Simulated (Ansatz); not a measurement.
## Quadrupolar parameters in ZrN under strain

The cell is an entry of the Crystallography Open Database (COD), relaxed with PBE at fixed cell and then changed (z stretched by 1 %, ions relaxed).

```xyz
2
Lattice="0.0000 2.2842 2.3071 2.2842 0.0000 2.3071 2.2842 2.2842 0.0000" Properties=species:S:1:pos:R:3 pbc="T T T"
Zr    0.0000    0.0000    0.0000
N     2.2842    2.2842    2.3071
```

Sites (sets of like atoms) are named by element and the number of their first atom in this list.

The numbers come from a DFT calculation in Ansatz (PBE, plane waves and PAW, scalar-relativistic, 420 eV cutoff, Γ-centred 18×18×18 k-points, Fermi–Dirac smearing 0.05 eV).

C_Q = eQV_zz/h, which is 24.18 MHz for Q = 1 b and V_zz = 10²¹ V/m²; η = (V_xx − V_yy)/V_zz.

⁹¹Zr: I = 5/2, Q = -176.0 mb; ¹⁴N: I = 1, Q = 20.44 mb. Quadrupole moments are those of Pyykkö's year-2017 table.

```csv
site,atoms (order as listed),first shell,"V_xx, V_yy, V_zz (10²¹ V/m²)",η,C_Q (MHz)
Zr,1,6 N at 2.28–2.31 Å,"-0.88, -0.88, 1.76",0.00,-7.48
N,2,6 Zr at 2.28–2.31 Å,"-0.17, -0.17, 0.34",0.00,0.166
```

An axis of threefold or higher order runs through Zr and N, so V_zz lies along it and η is zero.

With no gap above 0.1 eV, as in a metal, the gradients converge slowly in k; expect changes of a tenth or more on a denser mesh. Without spin–orbit coupling (the program notes it for Zr) the gradients can shift somewhat, as the gap is small.

The relaxation (1 step) took 9.4 s of wall time (9.2 s of CPU time) and 0.55 GiB at its peak, on 1 thread of Intel Xeon Platinum 8488C (Sapphire Rapids) (x86_64; 16 cores open to the job, memory cap 3.0 GiB, no GPU), a shared host with a load of 0.3 a core.
